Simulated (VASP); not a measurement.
A run of VASP 6.6.1 is set up as follows.

Contents of INCAR:

```
SYSTEM = AlN
PREC     = Accurate       ! precision mode
ENCUT    = 900            ! plane-wave cutoff, eV
EDIFF    = 1E-7           ! SCF threshold, eV
ISMEAR   = 0              ! smearing method
SIGMA    = 0.02           ! smearing width, eV
LREAL    = .FALSE.        ! projectors in reciprocal space
LASPH    = .TRUE.         ! aspherical terms in the spheres
NELM     = 80             ! most SCF steps
ALGO     = Normal         ! electronic algorithm
ISIF     = 3              ! what is computed and relaxed
LWAVE    = .FALSE.        ! write WAVECAR
LCHARG   = .FALSE.        ! write CHGCAR
GGA      = PE             ! functional
IBRION   = 2              ! ionic algorithm
NSW      = 80             ! ionic steps
EDIFFG   = -0.002         ! ionic threshold
KPAR     = 4
```

The input KPOINTS:

```
regular mesh
0
G
  12 12 6
  0 0 0
```

File POSCAR:

```
AlN                                     
1.0
    3.1274873079      0.0000000000      0.0000000000
   -1.5637436539      2.7084834566     -0.0000000000
    0.0000000000      0.0000000000      5.0138069846
  Al              N             
     2     2
Direct
     0.3333333300000021    0.6666666699999979    0.9992330718798468
     0.6666666699999979    0.3333333300000021    0.4992330718798467
     0.3333333300000021    0.6666666699999979    0.3807669281201558
     0.6666666699999979    0.3333333300000021    0.8807669281201558
```

Potentials or basis: VASP PAW PBE potentials, release 64 (Al, N_h).

Run with:

```bash
$ cat potpaw_PBE.64/Al/POTCAR potpaw_PBE.64/N_h/POTCAR > POTCAR
$ mpirun -np 4 vasp_std > vasp.out
```

Problem. Predict the relaxed volume.

Solution. 10.62 Å³/atom.

Problem. Estimate the band gap on the k mesh.

Solution. 4.07 eV, direct.

Final structure:
```cif
data_structure
_symmetry_space_group_name_H-M 'P 1'
_symmetry_Int_Tables_number 1
_cell_length_a 3.1277
_cell_length_b 3.1277
_cell_length_c 5.0143
_cell_angle_alpha 90.000
_cell_angle_beta 90.000
_cell_angle_gamma 120.000
_cell_volume 42.48
loop_
_atom_site_label
_atom_site_type_symbol
_atom_site_fract_x
_atom_site_fract_y
_atom_site_fract_z
_atom_site_occupancy
Al1 Al 0.33333 0.66667 0.99923 1
Al2 Al 0.66667 0.33333 0.49923 1
N1 N 0.33333 0.66667 0.38077 1
N2 N 0.66667 0.33333 0.88077 1
```

Caveat: the cutoff is under 1.25 times the usual one of these potentials, so pressure, stress and relaxed cells hold a basis-set (Pulay) error. A k mesh can miss the band edges.
